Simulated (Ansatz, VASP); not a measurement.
# Two plane-wave programs on NiO

File INCAR:

```
ALGO = Normal
EDIFF = 1E-7
ENCUT = 520
GGA = PE
ISIF = 2
ISMEAR = 0
ISPIN = 2
LASPH = True
LCHARG = False
LMAXMIX = 4
LORBIT = 11
LREAL = False
LWAVE = False
MAGMOM = 1 0
NBANDS = 19
NELM = 120
PREC = Accurate
SIGMA = 0.012
```

KPOINTS

```
k-points
0
Gamma
  11 11 11
```

Contents of POSCAR:

```
NiO
1.0
    0.0000000000      2.0859016414      2.0859016414
    2.0859016414      0.0000000000      2.0859016414
    2.0859016414      2.0859016414      0.0000000000
Ni O
1 1
Direct
    0.0000000000      0.0000000000      0.0000000000
    0.5000000000      0.5000000000      0.5000000000
```

File input.yaml:

```yaml
crystal:
  lattice:
    - [0.0, 2.0859016414, 2.0859016414]
    - [2.0859016414, 0.0, 2.0859016414]
    - [2.0859016414, 2.0859016414, 0.0]
  atoms:
    - { symbol: Ni, position: [0.0, 0.0, 0.0], spin: 1.0 }
    - { symbol: O, position: [0.5, 0.5, 0.5] }
hamiltonian:
  xc: pbe
  pseudopotentials: { kind: paw }
magnetization:
  spin_polarized: true
kpoints:
  mp_grid: { grid: [11, 11, 11] }
scf:
  occupations: { method: gaussian, width: 0.012 }
output:
  forces: true
  stress: true
  eigenvalues: true
```

Alike in both runs: task single point; functional PBE; k mesh 11 × 11 × 11; occupations gaussian, width 0.012 eV; collinear spin, ferromagnetic start.

```csv
,VASP,Ansatz
version,VASP 6.6.1,Ansatz 0.2.0
potentials or method,"VASP PAW PBE potentials, release 64 (Ni, O)",Ansatz PAW
plane-wave cutoff (eV),520,420
valence electrons in the cell,16,24
```

Ansatz gave:

```
gap on the k mesh at the Fermi level (eV)                     : none
pressure (GPa)                                                : 6.3
net moment per atom (μB)                                      : 0.90
size of the moment on the site where the two differ most (μB) : 0.29
```

Q: Which values does VASP return?

A: gap on the k mesh at the Fermi level (eV): none; pressure (GPa): 6.1; net moment per atom (μB): 0.89; size of the moment on the site where the two differ most (μB): 0.28.

Site moments also hang on the region over which each program counts them. A gap of «none» marks a metal or a gap that the smearing closes. The two sets of potentials don't hold the same shells in valence.

Caveats: a cell with one magnetic atom can't hold antiferromagnetic order, which such compounds often take; semilocal functionals often make such compounds metallic where correlation or magnetic order opens a gap, which also shifts bond lengths; the pressure holds a Pulay correction of +0.7 GPa for the finite cutoff (Ansatz). With open d or f shells a metallic result of PBE can be an artefact of self-interaction; +U or a hybrid may open a gap.
